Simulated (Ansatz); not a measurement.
# MnS: the cost of one run

Program: Ansatz 0.2.0. Level of theory: DFT PBE+U, PAW, plane waves, scalar-relativistic; U − J = 6.5 eV on Mn d. These are calculated values, not measurements.

The COD entry's cell or inner coordinates are ideal or old and differ from later refinements, so a difference from it is no clean test against experiment.

**1. The structure to begin with**

The structure is cubic, space group F-43m (No. 216). The conventional cell has a = 5.590 Å, b = 5.590 Å, c = 5.590 Å, α = 90.00°, β = 90.00°, γ = 90.00°. Mn (site symmetry -43m) is surrounded by 4 S at 2.42 Å. S (site symmetry -43m) has 4 Mn at 2.42 Å as nearest neighbours.

As a file:

```xyz
4
Lattice="-2.7950 -2.7950 -5.5900 2.7950 -2.7950 0.0000 -2.7950 -2.7950 0.0000" Properties=species:S:1:pos:R:3 pbc="T T T"
Mn    0.0000    0.0000    0.0000
Mn    0.0000   -2.7950   -2.7950
S    -1.3975   -4.1925   -4.1925
S    -1.3975   -1.3975   -1.3975
```

In tables a label like S4 counts atoms in the order of input.yaml; a structure file may count by element.

First come: parallel moments, plain SCF; opposed moments +-, plain SCF; no spin polarisation; spin on, no moments given (the program may seed its own), plain SCF. Further starts follow from what these give.

A plain SCF has the search for lower states switched off and ends at the first converged state. Ends within 0.2 meV/atom and 0.1 μB count as one state.

The total moment includes the space between the atomic spheres.

**2. Parallel moments, plain SCF**

input.yaml

```yaml
crystal:
  lattice:
    - [-2.795, -2.795, -5.59]
    - [2.795, -2.795, 0.0]
    - [-2.795, -2.795, 0.0]
  atoms:
    - { symbol: Mn, position: [0.0, 0.0, 0.0], spin: 4.5 }
    - { symbol: Mn, position: [0.5, 0.5, 0.0], spin: 4.5 }
    - { symbol: S, position: [0.75, 0.5, 0.25] }
    - { symbol: S, position: [0.25, 0.0, 0.25] }
magnetization:
  spin_polarized: true
hamiltonian:
  xc: pbe
  pseudopotentials: { kind: paw }
  hubbard: { sites: [{ species: Mn, l: d, u_eff: 6.5 }] }
basis:
  ecutwfc: 420
kpoints:
  mp_grid: { grid: [4, 5, 6] }
scf:
  occupations: { method: fermi_dirac, width: 0.05 }
  lower_state_search: "off"
output:
  forces: true
  stress: true
```

Q: Estimate wall time and peak memory on 2 threads of an x86-64 CPU, shared host.

About 6.8 s, with a peak of 0.54 GiB.
